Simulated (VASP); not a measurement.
Sb: relaxation of the atoms with PBE+dDsC

Sheet: Sb, a sheet with vacuum.

```
Sb
1.0
     3.23056    0.00000    0.00000
     0.00000    3.10980    0.00000
     0.00000    0.00000   31.36000
Sb
2
Direct
  0.00000 0.00000 0.24638
  0.50000 0.00000 0.32760
```

The cell was built by a generator and needn't be a form met in nature.

| Item | Value |
| --- | --- |
| Program | VASP 6.6.1 |
| Task | relaxation of the atoms |
| Functional | PBE |
| Dispersion | dDsC |
| Potentials or basis | VASP PAW PBE potentials, release 64 (Sb) |
| Cutoff | 520 eV |
| k mesh | 8 × 9 × 1 |
| Occupations | gaussian, width 0.05 eV |
| Spin | no spin polarisation |
| Dipole correction | yes |
| Atoms held fixed (from 0) | [0] |
| Further INCAR settings | ALGO = Normal; EDIFF = 1e-06; IBRION = 2; EDIFFG = -0.02; NSW = 40 |

```json
{"Band gap on the k mesh": "none (metal or under the smearing width)", "Dispersion energy per atom": "-0.196 eV"}
```

Final structure:
```
CELL_PARAMETERS angstrom
3.23056 0.00000 0.00000
0.00000 3.10980 0.00000
0.00000 0.00000 31.36000
ATOMIC_POSITIONS crystal
Sb 0.00000 0.00000 0.24638
Sb 0.50000 0.00000 0.32760
```

Levels at points of the mesh, in eV from the Fermi level:
| k point | band 2 | band 3 | band 4 | band 5 | band 6 | band 7 | band 8 | band 9 |
| --- | --- | --- | --- | --- | --- | --- | --- | --- |
| (0.00, 0.00, 0.00) | -9.96 | -3.97 | 0.55 | 1.90 | 3.16 | 3.36 | 3.82 | 3.92 |
| (0.50, 0.00, 0.00) | -9.39 | -4.74 | -4.74 | -0.19 | -0.19 | 5.29 | 5.29 | 5.76 |

Wall time 45 s on 1 thread of Intel(R) Xeon(R) 6975P-C (Granite Rapids), with other jobs on the host, peak memory 0.37 GiB.

Caveat: the relaxation stopped at its first step, so nothing moved. Spin-orbit coupling is left out, which matters for the levels of Sb.
